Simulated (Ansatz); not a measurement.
NaCl:

```
CELL_PARAMETERS angstrom
3.40619 0.00000 0.00000
0.00000 3.40619 0.00000
0.00000 0.00000 3.40619
ATOMIC_POSITIONS crystal
Cl 0.50000 0.50000 0.50000
Na 0.00000 0.00000 0.00000
```

Measurements of this composition are mostly on another form, of space group No. 225.

The cell isn't the ideal one: cell squeezed.

| Quantity | Value |
| --- | --- |
| Program | Ansatz 0.2.0 |
| Task | relaxation of cell and atoms |
| Functional | PBE |
| Dispersion | D3(BJ)+ATM |
| Potentials or basis | all-electron LAPW, scalar-relativistic |
| Basis error allowed | 0.003 eV/atom |
| k mesh | 8 × 8 × 8 |
| Occupations | fermi-dirac, width 0.025 eV |
| Spin | collinear spin, ferromagnetic start |
| Starting moments | [1.0, 0.0] μB |
| Fixed moment | 1 μB |

At the start: volume 19.76 Å³/atom.

Problem. How do energy, volume and symmetry change on relaxing?

Solution. Over 6 steps the energy falls by 129.6 meV/atom and the volume is 28.11 Å³/atom (+42.2 %); space group Pm-3m (No. 221, to 0.05 Å).

The path:
```csv
step,energy change (eV),largest force (eV/Å),volume (Å³)
1,0.0000,0.0000,39.52
2,-0.1716,0.0000,45.37
3,-0.2467,0.0000,51.76
4,-0.2588,0.0000,55.41
5,-0.2593,0.0000,56.21
6,-0.2593,0.0000,56.21
```

Final structure:
```xyz
2
Lattice="3.8307 0.0000 0.0000 0.0000 3.8307 0.0000 0.0000 0.0000 3.8307" Properties=species:S:1:pos:R:3 pbc="T T T"
Cl    1.9153    1.9153    1.9153
Na    0.0000    0.0000    0.0000
```

Caveat: the total moment is fixed, so each spin has its own Fermi level.
